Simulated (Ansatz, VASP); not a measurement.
One calculation of V, two programs

```
V
1.0
     0.00000    1.99430    1.99430
     1.99430    0.00000    1.99430
     1.99430    1.99430    0.00000
V
1
Direct
  0.00000 0.00000 0.00000
```

Alike in both runs: task single point; functional revPBE; k mesh 16 × 16 × 16; occupations fermi-dirac, width 0.1 eV; no spin polarisation.

```csv
,VASP,Ansatz
version,VASP 6.6.1,Ansatz 0.2.0
potentials or method,"VASP PAW PBE potentials, release 64 (V_sv)","plane waves (420 eV) with PAW, scalar-relativistic"
plane-wave cutoff (eV),520,420
valence electrons in the cell,13,13
```

|  | VASP | Ansatz | Ansatz less VASP |
| --- | --- | --- | --- |
| pressure (GPa) | -15.0 | -15.2 | -0.19 |

Caveats: the PAW data sets were made with another functional, which shifts forces and pressure a little (VASP).
